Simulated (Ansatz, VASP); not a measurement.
# One calculation of Nb, two programs

INCAR

```
SYSTEM = Nb
PREC = Accurate ; ENCUT = 600
EDIFF = 1E-6 ; ISMEAR = -1
SIGMA = 0.08 ; LREAL = .FALSE.
LASPH = .TRUE. ; NELM = 60
ALGO = Normal ; ISIF = 3
LWAVE = .FALSE. ; LCHARG = .FALSE.
GGA = PE ; IBRION = 2
NSW = 100 ; EDIFFG = -0.005
```

Contents of KPOINTS:

```
regular mesh
0
G
  16 16 16
  0 0 0
```

Contents of POSCAR:

```
Nb
1.0
   -1.6242937642      1.6242937642      1.6242937642
    1.6242937642     -1.6242937642      1.6242937642
    1.6242937642      1.6242937642     -1.6242937642
Nb
1
Direct
    0.0000000000      0.0000000000      0.0000000000
```

Input for Ansatz:

```yaml
crystal:
  lattice:
    - [-1.6242937642, 1.6242937642, 1.6242937642]
    - [1.6242937642, -1.6242937642, 1.6242937642]
    - [1.6242937642, 1.6242937642, -1.6242937642]
  atoms:
    - { symbol: Nb, position: [0.0, 0.0, 0.0] }
kpoints:
  mp_grid: { grid: [16, 16, 16] }
scf:
  occupations: { method: fermi_dirac, width: 0.08 }
hamiltonian:
  xc: pbe
  pseudopotentials: { kind: paw }
output:
  forces: true
  stress: true
relax:
  f_tol: 0.005
  max_steps: 80
  cell: {}
```

Alike in both runs: task relaxation of cell and atoms; functional PBE; k mesh 16 × 16 × 16; occupations fermi-dirac, width 0.08 eV; no spin polarisation.

|  | VASP | Ansatz |
| --- | --- | --- |
| version | VASP 6.6.1 | Ansatz 0.2.0 |
| potentials or method | VASP PAW PBE potentials, release 64 (Nb_sv) | PAW with Ansatz's default frozen-core files, scalar-relativistic |
| plane-wave cutoff (eV) | 600 | 420 |
| valence electrons in the cell | 13 | 13 |

|  | VASP | Ansatz | Ansatz less VASP |
| --- | --- | --- | --- |
| relaxed volume (Å³/atom) | 18.10 | 18.13 | +0.030 |
| relaxed cell length with the largest relative difference (Å) | 2.865 | 2.866 | +0.0016 |
| energy change over the relaxation (meV/atom) | -29 | -31 | -2.0 |
